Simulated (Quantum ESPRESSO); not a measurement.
FeO (Wuestite):

```
Fe O
1.0
     0.00000    2.15540    2.15540
     2.15540    0.00000    2.15540
     2.15540    2.15540    0.00000
Fe O
1 1
Cartesian
  0.0000 0.0000 0.0000
  2.1554 2.1554 2.1554
```

Base run:

```yaml
Program: Quantum ESPRESSO 7.5
Functional: PBEsol
Potentials_or_basis: PseudoDojo 0.4.1 SR PBEsol standard
Cutoff: 1225 eV
Density_cutoff: 4898 eV
k_mesh: 11 × 11 × 11
Occupations: fermi-dirac, width 0.05 eV
Spin: collinear spin, ferromagnetic start
Starting_moments: "[3.0, 0.0] μB"
```

Its results: band gap on the k mesh none (metal or under the smearing width); pressure -9.2 GPa; net moment 4.00 μB per cell; site moments Fe +3.46; O +0.32 μB.

**Question.** The run is repeated on the same cell with these changes: functional from PBEsol to LDA; potentials or basis from PseudoDojo 0.4.1 SR PBEsol standard to GBRV 1.5 LDA; cutoff from 1225 eV to 762 eV; density cutoff from 4898 eV to 6095 eV. What comes out?

**Answer.** Band gap on the k mesh none (metal or under the smearing width); pressure -15.5 GPa; net moment 4.00 μB per cell; site moments Fe +3.43; O +0.34 μB.

Caveats: a cell with one magnetic atom can't hold antiferromagnetic order, which such compounds often take; semilocal functionals often make such compounds metallic where correlation or magnetic order opens a gap, which also shifts bond lengths; so large a pressure means that the cell lies far from this level's equilibrium, or that cutoff or potentials fall short (some runs).

Not every run made on this cell is shown here.
